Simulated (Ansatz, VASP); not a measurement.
One calculation of Pd, two programs

The input INCAR:

```
PREC     = Accurate       # precision mode
ENCUT    = 520            # plane-wave cutoff, eV
EDIFF    = 1E-7           # SCF threshold, eV
ISMEAR   = -1             # smearing method
SIGMA    = 0.1            # smearing width, eV
LREAL    = False          # projectors in reciprocal space
LASPH    = True           # aspherical terms in the spheres
NELM     = 60             # most SCF steps
ALGO     = Normal         # electronic algorithm
ISIF     = 2              # what is computed and relaxed
LWAVE    = False          # write WAVECAR
LCHARG   = False          # write CHGCAR
GGA      = PE             # functional
NBANDS   = 11             # bands
```

Contents of KPOINTS:

```
Automatic mesh
0
Gamma
  14 14 14
```

The input POSCAR:

```
Pd
1.0
    0.0000000000      1.9734737307      1.9734737307
    1.9734737307      0.0000000000      1.9734737307
    1.9734737307      1.9734737307      0.0000000000
Pd
1
Direct
    0.0000000000      0.0000000000      0.0000000000
```

Input for Ansatz:

```yaml
crystal:
  lattice:
    - [0.0, 1.9734737307, 1.9734737307]
    - [1.9734737307, 0.0, 1.9734737307]
    - [1.9734737307, 1.9734737307, 0.0]
  atoms:
    - { symbol: Pd, position: [0.0, 0.0, 0.0] }
hamiltonian:
  xc: pbe
  pseudopotentials:
    kind: paw
    azcp:
      Pd: "pseudopotentials/Pd.paw.azcp"
basis:
  ecutwfc: 420
  fft_grid_basis: typed
kpoints:
  mp_grid: { grid: [14, 14, 14], shift: [0, 0, 0] }
magnetization:
  spin_polarized: false
scf:
  occupations: { method: fermi_dirac, width: 0.1 }
  lower_state_search: "off"
output:
  stress: true
  write_density: true
  write_potential: true
  elf: true
  volumetric_format: npy
```

Alike in both runs: task single point; functional PBE; k mesh 14 × 14 × 14; occupations fermi-dirac, width 0.1 eV; no spin polarisation.

|  | VASP | Ansatz |
| --- | --- | --- |
| version | VASP 6.6.1 | Ansatz 0.2.0 |
| potentials or method | VASP PAW PBE potentials, release 64 (Pd) | plane waves (420 eV) with PAW, scalar-relativistic |
| plane-wave cutoff (eV) | 520 | 420 |
| valence electrons in the cell | 10 | 18 |

Ansatz gave:

| Quantity | Value |
| --- | --- |
| pressure (GPa) | 0.0 |

Question: Which values does VASP return?

Answer: Pressure (GPa): -0.3.

The two sets of potentials don't hold the same shells in valence.
